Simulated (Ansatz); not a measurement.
The calculation used DFT PBE, scalar-relativistic, plane waves, PAW (Ansatz). All cells share a 420 eV cutoff and Γ-centred k meshes spaced at most about 0.3 Å⁻¹ (about 0.25 or finer for metals, 2π included). No spin polarisation.

All energies are static (0 K, no zero-point motion).

Compare these two cells of Zr5N2, each relaxed at this level.

A. Space group P6_3/mmc (No. 194), hexagonal, a = 3.270 Å, c = 26.396 Å. Zr on a site of symmetry 3m has 3 N at 2.27 Å and 12 Zr at 3.17–3.32 Å; Zr on a second site of symmetry 3m has 3 N at 2.29 Å and 12 Zr at 3.17–3.28 Å; around Zr on a site of symmetry -6m2 lie 12 Zr at 3.27–3.28 Å; around N lie 6 Zr at 2.27–2.29 Å.

B. Space group P-3m1 (No. 164), trigonal, a = 3.236 Å, c = 13.215 Å. Zr on a site of symmetry -3m is surrounded by 6 N at 2.28 Å and 12 Zr at 3.23–3.24 Å; Zr on a site of symmetry 3m has 3 N at 2.29 Å and 12 Zr at 3.23–3.27 Å; Zr on a second site of symmetry 3m has 12 Zr at 3.18–3.27 Å; N is surrounded by 6 Zr at 2.28–2.29 Å.

Question: Which would you expect to be lower, and how large is the difference?

Answer: A is lower, by 27 meV/atom. A has space group P6_3/mmc (No. 194), 17.5 Å³/atom and no gap on its mesh; B has space group P-3m1 (No. 164), 17.1 Å³/atom and no gap. Both come from invented guesses.

For metals, differences of a few meV/atom aren't resolved. Cells relaxed within their symmetry can be saddle points.
